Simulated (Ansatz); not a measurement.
# Hf: the cost of one run

Method: DFT PBE, scalar-relativistic, in Ansatz 0.2.0.

This is Hf in the fcc structure; at room conditions it is hcp.

### 1 The starting structure

The structure is cubic, space group Fm-3m (No. 225). Conventional cell: a = 4.440 Å, b = 4.440 Å, c = 4.440 Å, α = 90.00°, β = 90.00°, γ = 90.00°. Hf (site symmetry m-3m) is surrounded by 12 Hf at 3.14 Å.

As a file:

```cif
data_structure
_symmetry_space_group_name_H-M 'P 1'
_symmetry_Int_Tables_number 1
_cell_length_a 3.1396
_cell_length_b 3.1396
_cell_length_c 3.1396
_cell_angle_alpha 60.000
_cell_angle_beta 60.000
_cell_angle_gamma 60.000
_cell_volume 21.88
loop_
_atom_site_label
_atom_site_type_symbol
_atom_site_fract_x
_atom_site_fract_y
_atom_site_fract_z
_atom_site_occupancy
Hf1 Hf 0.00000 0.00000 0.00000 1
```

The structure is an experimental refinement, used without relaxation.

### 2 LAPW, all electrons

The input, input.yaml:

```yaml
crystal:
  lattice:
    - [0.0, 2.22, 2.22]
    - [2.22, 0.0, 2.22]
    - [2.22, 2.22, 0.0]
  atoms:
    - { symbol: Hf, position: [0.0, 0.0, 0.0] }
kpoints:
  mp_grid: { grid: [13, 13, 13] }
  band_path:
    path:
      - [0.0, 0.0, 0.0]
      - [0.5, 0.0, 0.5]
      - [0.625, 0.25, 0.625]
      - [0.375, 0.375, 0.75]
      - [0.0, 0.0, 0.0]
      - [0.5, 0.5, 0.5]
      - [0.5, 0.25, 0.75]
      - [0.5, 0.0, 0.5]
    npoints: 14
scf:
  occupations: { method: fermi_dirac, width: 0.03 }
hamiltonian:
  xc: pbe
  pseudopotentials: { kind: all_electron, lapw: { basis_error: 0.001 } }
output:
  forces: true
  stress: true
  eigenvalues: true
  fatbands: true
  populations: true
  dos: { projected: true, de: 0.2, e_range: [-14, 8] }
```

Run with:

```console
$ ansatz run input.yaml --threads 1 --pin off --max-ram 3072MiB --backend cpu --events-out ev --progress --plain --runs-dir out
```

**Question.** How long does this run take on 1 thread of Arm Neoverse V1, shared host, and how much memory does it need?

About 22 s, with a peak of 0.31 GiB.
